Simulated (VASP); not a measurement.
Input of a VASP 6.6.1 run:

INCAR

```
SYSTEM = Zn
PREC = Accurate ; ENCUT = 600
EDIFF = 1E-7 ; ISMEAR = 1
SIGMA = 0.1 ; LREAL = .False.
LASPH = .True. ; NELM = 80
ALGO = Normal ; ISIF = 3
LWAVE = .False. ; LCHARG = .False.
GGA = PE ; IVDW = 12
IBRION = 2 ; NSW = 90
EDIFFG = -0.005
```

File KPOINTS:

```
Automatic mesh
0
Gamma
  21 21 9
  0 0 0
```

Contents of POSCAR:

```
Zn                                      
1.0
    2.6122008563      0.0000000000     -0.0000000000
   -1.3061004282      2.2622323013      0.0000000000
    0.0000000000      0.0000000000      4.8538427147
  Zn            
     2
Direct
     0.3333333332999970    0.6666666667000030    0.2500000000000000
     0.6666666667000030    0.3333333332999970    0.7500000000000000
```

Potentials or basis: VASP PAW PBE potentials, release 64 (Zn).

Run with:

```sh
$ cat potpaw_PBE.64/Zn/POTCAR > POTCAR
$ mpirun -np 1 vasp_std > vasp.out
```

Question: What does it give for the band gap on the k mesh?

Answer: None (metal or under the smearing width).

Question: What does it give for the dispersion energy per atom?

Answer: -0.427 eV.

Final structure:
```xyz
2
Lattice="2.6122 0.0000 0.0000 -1.3061 2.2622 0.0000 0.0000 0.0000 4.8538" Properties=species:S:1:pos:R:3 pbc="T T T"
Zn    0.0000    1.5082    1.2135
Zn    1.3061    0.7541    3.6404
```

Caveat: the relaxation stopped at its first step, so nothing moved.
